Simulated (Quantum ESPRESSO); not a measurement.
A run of Quantum ESPRESSO 7.5:

The input pw.in:

```
&CONTROL
  calculation = 'scf'
  prefix = 'pwscf'
  outdir = './tmp'
  pseudo_dir = './pseudo'
  tprnfor = .true.
  tstress = .true.
  disk_io = 'low'
/
&SYSTEM
  ibrav = 0
  celldm(1) = 8
  nat = 2
  ntyp = 1
  ecutwfc = 84
  nbnd = 22
  occupations = 'smearing'
  smearing = 'fd'
  degauss = 0.00367493
/
&ELECTRONS
  conv_thr = 4d-10
  electron_maxstep = 120
  mixing_beta = 0.5
/
ATOMIC_SPECIES
As    74.9216 As.upf
CELL_PARAMETERS alat
  0.4442738793236   0.2565016438083   0.8300768443201
 -0.4442738793236   0.2565016438083   0.8300768443201
  0.0000000000000  -0.5130032876402   0.8300768443201
ATOMIC_POSITIONS crystal
As     0.2260000000    0.2260000000    0.2260000000
As     0.7740000000    0.7740000000    0.7740000000
K_POINTS automatic
7 7 7 0 0 0
```

File nscf.in:

```
&CONTROL
  calculation = 'nscf'
  prefix = 'pwscf'
  outdir = './tmp'
  pseudo_dir = './pseudo'
  disk_io = 'low'
/
&SYSTEM
  ibrav = 0
  celldm(1) = 8
  nat = 2
  ntyp = 1
  ecutwfc = 84
  nbnd = 26
  occupations = 'smearing'
  smearing = 'fd'
  degauss = 0.00367493
  nosym = .true.
  noinv = .true.
/
&ELECTRONS
  conv_thr = 1d-09
  electron_maxstep = 120
  mixing_beta = 0.5
  diago_full_acc = .true.
  startingwfc = 'random'
/
ATOMIC_SPECIES
As    74.9216 As.upf
CELL_PARAMETERS alat
  0.4442738793236   0.2565016438083   0.8300768443201
 -0.4442738793236   0.2565016438083   0.8300768443201
  0.0000000000000  -0.5130032876402   0.8300768443201
ATOMIC_POSITIONS crystal
As     0.2260000000    0.2260000000    0.2260000000
As     0.7740000000    0.7740000000    0.7740000000
K_POINTS crystal
125
  0.00000000   0.00000000   0.00000000 8.00000000e-03
  0.00000000   0.00000000   0.20000000 8.00000000e-03
  0.00000000   0.00000000   0.40000000 8.00000000e-03
  0.00000000   0.00000000   0.60000000 8.00000000e-03
  0.00000000   0.00000000   0.80000000 8.00000000e-03
  0.00000000   0.20000000   0.00000000 8.00000000e-03
[... 117 lines left out ...]
  0.80000000   0.80000000   0.60000000 8.00000000e-03
  0.80000000   0.80000000   0.80000000 8.00000000e-03
```

Contents of pw2wan.in:

```
&INPUTPP
  prefix = 'pwscf'
  outdir = './tmp'
  seedname = 'w'
  write_mmn = .true.
  write_amn = .true.
/
```

The input bands.in:

```
&CONTROL
  calculation = 'bands'
  prefix = 'pwscf'
  outdir = './tmp'
  pseudo_dir = './pseudo'
  disk_io = 'low'
/
&SYSTEM
  ibrav = 0
  celldm(1) = 8
  nat = 2
  ntyp = 1
  ecutwfc = 84
  nbnd = 26
  occupations = 'smearing'
  smearing = 'fd'
  degauss = 0.00367493
/
&ELECTRONS
  conv_thr = 1d-08
  electron_maxstep = 120
  mixing_beta = 0.5
  diago_full_acc = .true.
  startingwfc = 'random'
/
ATOMIC_SPECIES
As    74.9216 As.upf
CELL_PARAMETERS alat
  0.4442738793236   0.2565016438083   0.8300768443201
 -0.4442738793236   0.2565016438083   0.8300768443201
  0.0000000000000  -0.5130032876402   0.8300768443201
ATOMIC_POSITIONS crystal
As     0.2260000000    0.2260000000    0.2260000000
As     0.7740000000    0.7740000000    0.7740000000
K_POINTS crystal
67
  0.00000000   0.00000000   0.00000000 1
  0.05555600   0.00000000   0.00000000 1
  0.11111100   0.00000000   0.00000000 1
  0.16666700   0.00000000   0.00000000 1
  0.22222200   0.00000000   0.00000000 1
  0.27777800   0.00000000   0.00000000 1
  0.33333300   0.00000000   0.00000000 1
  0.38888900   0.00000000   0.00000000 1
  0.44444400   0.00000000   0.00000000 1
  0.50000000   0.00000000   0.00000000 1
  0.50000000   0.03290400  -0.03290400 1
  0.50000000   0.06580700  -0.06580700 1
  0.50000000   0.09871100  -0.09871100 1
  0.50000000   0.13161400  -0.13161400 1
  0.50000000   0.16451800  -0.16451800 1
  0.50000000   0.19742100  -0.19742100 1
  0.50000000   0.23032500  -0.23032500 1
  0.76967500   0.50000000   0.23032500 1
  0.73596600   0.50000000   0.26403400 1
  0.70225700   0.50000000   0.29774300 1
  0.66854700   0.50000000   0.33145300 1
  0.63483800   0.50000000   0.36516200 1
  0.60112800   0.50000000   0.39887200 1
  0.56741900   0.50000000   0.43258100 1
  0.53370900   0.50000000   0.46629100 1
  0.50000000   0.50000000   0.50000000 1
  0.43750000   0.43750000   0.43750000 1
  0.37500000   0.37500000   0.37500000 1
  0.31250000   0.31250000   0.31250000 1
  0.25000000   0.25000000   0.25000000 1
  0.18750000   0.18750000   0.18750000 1
  0.12500000   0.12500000   0.12500000 1
  0.06250000   0.06250000   0.06250000 1
  0.00000000   0.00000000   0.00000000 1
  0.03319700   0.00000000  -0.03319700 1
  0.06639300   0.00000000  -0.06639300 1
  0.09959000   0.00000000  -0.09959000 1
  0.13278600   0.00000000  -0.13278600 1
  0.16598300   0.00000000  -0.16598300 1
  0.19917900   0.00000000  -0.19917900 1
  0.23237600   0.00000000  -0.23237600 1
  0.26557300   0.00000000  -0.26557300 1
  0.29876900   0.00000000  -0.29876900 1
  0.33196600   0.00000000  -0.33196600 1
  0.36516200   0.00000000  -0.36516200 1
  0.63483800   0.36516200   0.00000000 1
  0.60112800   0.39887200   0.00000000 1
  0.56741900   0.43258100   0.00000000 1
  0.53370900   0.46629100   0.00000000 1
  0.50000000   0.50000000   0.00000000 1
  0.54494600   0.54494600   0.07677500 1
  0.58989200   0.58989200   0.15355000 1
  0.63483800   0.63483800   0.23032500 1
  0.61557500   0.61557500   0.26885000 1
  0.59631300   0.59631300   0.30737500 1
  0.57705000   0.57705000   0.34590000 1
  0.55778800   0.55778800   0.38442500 1
  0.53852500   0.53852500   0.42295000 1
  0.51926300   0.51926300   0.46147500 1
  0.50000000   0.50000000   0.50000000 1
  0.50000000   0.00000000   0.00000000 1
  0.54494600   0.06086000   0.06086000 1
  0.58989200   0.12172100   0.12172100 1
  0.63483800   0.18258100   0.18258100 1
  0.67978400   0.24344200   0.24344200 1
  0.72473000   0.30430200   0.30430200 1
  0.76967500   0.36516200   0.36516200 1
```

The input w.win:

```
num_wann = 8
num_bands = 16
guiding_centres = true
dis_froz_max = 12.06
dis_num_iter = 600
dis_mix_ratio = 0.5
dis_conv_tol = 1.0d-9
num_iter = 0
search_shells = 100
kmesh_tol = 1.0d-4
conv_tol = 1.0d-8
conv_window = 4
num_print_cycles = 200
fermi_energy = 11.0591
bands_plot = true
write_hr = true
mp_grid = 5 5 5
exclude_bands = 1-10
begin projections
As: s;p
end projections
begin unit_cell_cart
ang
  1.8807968987   1.0858785957   3.5140619945
 -1.8807968987   1.0858785957   3.5140619945
  0.0000000000  -2.1717571915   3.5140619945
end unit_cell_cart
begin atoms_frac
As   0.2260000000   0.2260000000   0.2260000000
As   0.7740000000   0.7740000000   0.7740000000
end atoms_frac
begin kpoint_path
G   0.0000000000   0.0000000000   0.0000000000  L   0.5000000000   0.0000000000   0.0000000000
L   0.5000000000   0.0000000000   0.0000000000  B1   0.5000000000   0.2303245873  -0.2303245873
B   0.7696754127   0.5000000000   0.2303245873  Z   0.5000000000   0.5000000000   0.5000000000
Z   0.5000000000   0.5000000000   0.5000000000  G   0.0000000000   0.0000000000   0.0000000000
G   0.0000000000   0.0000000000   0.0000000000  X   0.3651622936   0.0000000000  -0.3651622936
Q   0.6348377064   0.3651622936   0.0000000000  F   0.5000000000   0.5000000000   0.0000000000
F   0.5000000000   0.5000000000   0.0000000000  P1   0.6348377064   0.6348377064   0.2303245873
P1   0.6348377064   0.6348377064   0.2303245873  Z   0.5000000000   0.5000000000   0.5000000000
L   0.5000000000   0.0000000000   0.0000000000  P   0.7696754127   0.3651622936   0.3651622936
end kpoint_path
bands_num_points = 9
begin kpoints
  0.00000000   0.00000000   0.00000000
  0.00000000   0.00000000   0.20000000
  0.00000000   0.00000000   0.40000000
  0.00000000   0.00000000   0.60000000
  0.00000000   0.00000000   0.80000000
  0.00000000   0.20000000   0.00000000
[... 117 lines left out ...]
  0.80000000   0.80000000   0.60000000
  0.80000000   0.80000000   0.80000000
end kpoints
```

Potentials or basis: PseudoDojo 0.4.1 SR PBE standard.

Run with:

```console
$ OMP_NUM_THREADS=1 pw.x -in pw.in > pw.out
$ OMP_NUM_THREADS=1 pw.x -in nscf.in > nscf.out
$ wannier90.x -pp w
$ OMP_NUM_THREADS=1 pw2wannier90.x -in pw2wan.in > pw2wan.out
$ wannier90.x w
$ OMP_NUM_THREADS=1 pw.x -in bands.in > bands.out
```

Hardware: 1 thread of Arm Neoverse V1 (shared host).

Task: How long does it take, and how much memory?

Result: Run time: 8.5 min on 1 thread of Arm Neoverse V1 (shared host), peak memory 0.22 GiB. Counts: scf iterations 8, k pools 1, bands 22, k points 44, g dense 30201.
